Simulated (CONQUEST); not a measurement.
The system is KF.

```xyz
2
Lattice="3.2590 0.0000 0.0000 0.0000 3.2590 0.0000 0.0000 0.0000 3.2590" Properties=species:S:1:pos:R:3 pbc="T T T"
K     0.0000    0.0000    0.0000
F     1.6295    1.6295    1.6295
```

The cell comes from a database or a generator and needn't be the stable form of this composition.

```yaml
Program: CONQUEST 1.3
Task: single point
Functional: PBE
Potentials_or_basis: PseudoDojo NC PBE, DZP, grid cutoff 150 Ha
k_mesh: 8 × 8 × 8
Occupations: fermi-dirac, width 0.05 eV
Spin: no spin polarisation
```

On this cell: pressure -1.2 GPa; largest force zero by symmetry; band gap on the k mesh 6.20 eV, indirect (least direct gap 6.25 eV).

The same run follows on a disturbed copy (atoms moved at random, drawn with an rms of 0.05 Å):

```
CELL_PARAMETERS angstrom
3.25895 0.00000 0.00000
0.00000 3.25895 0.00000
0.00000 0.00000 3.25895
ATOMIC_POSITIONS crystal
K 0.98961 0.00911 0.00114
F 0.48728 0.49190 0.49478
```

Q: What does the disturbed cell give?

A: The energy moves by +0.4 meV/atom; pressure -1.0 GPa; largest force 0.053 eV/Å; band gap on the k mesh 6.20 eV, indirect (least direct gap 6.25 eV).

Forces in eV/Å, atoms in the order of the input:
```
K   -0.005 -0.050 -0.017
F    0.003  0.036  0.003
```

Stress tensor (GPa, compression positive):
```
-0.87  0.01  0.02
 0.01 -0.95  0.01
 0.02  0.01 -1.16
```

The forces don't sum to zero, so they hold noise of the program's grid.

Caveats: the basis of atomic orbitals isn't converged, which shifts pressures, moduli and gaps.

A k mesh can miss the band edges.
